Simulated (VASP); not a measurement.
Set up this calculation in VASP 6.6.1, as the native input.

* Task: single point
* Functional: PBE
* Potentials or basis: VASP PAW PBE potentials, release 64 (Ga_d)
* Cutoff: 520 eV
* k mesh: 18 × 18 × 6
* Occupations: gaussian, width 0.1 eV
* Spin: no spin polarisation
* Dipole correction: no
* Further INCAR settings: ALGO = Fast; EDIFF = 1e-06; NBANDS = 34

The structure of Ga lies in POSCAR:

```
Ga
1.0
    2.9083396736      0.0000000000      0.0000000000
   -1.4541698368      2.5186960401      0.0000000000
    0.0000000000      0.0000000000     10.4410380749
Ga
4
Direct
    0.3333333333      0.6666666667      0.1194265972
    0.6666666667      0.3333333333      0.6194265972
    0.3333333333      0.6666666667      0.3805734028
    0.6666666667      0.3333333333      0.8805734028
```

The cell was built by a generator and needn't be a form met in nature.

These files were run (other wordings do the same):

INCAR

```
SYSTEM = Ga
ALGO = Fast
EDIFF = 1E-6
ENCUT = 520
GGA = PE
ISIF = 2
ISMEAR = 0
LASPH = .True.
LCHARG = .False.
LREAL = .False.
LWAVE = .False.
NBANDS = 34
NELM = 100
PREC = Accurate
SIGMA = 0.1
```

KPOINTS

```
k-points
0
Gamma
  18 18 6
  0 0 0
```

Potentials or basis: VASP PAW PBE potentials, release 64 (Ga_d).

Launch:

```bash
$ cat potpaw_PBE.64/Ga_d/POTCAR > POTCAR
$ mpirun -np 1 vasp_std > vasp.out
```

It gave:

```json
{"Pressure": "0.2 GPa", "Band gap on the k mesh": "none (metal or under the smearing width)"}
```

It took 5.3 min on 1 thread of Intel(R) Xeon(R) Platinum 8488C (Sapphire Rapids), on a shared host, peak memory 0.4 GiB.
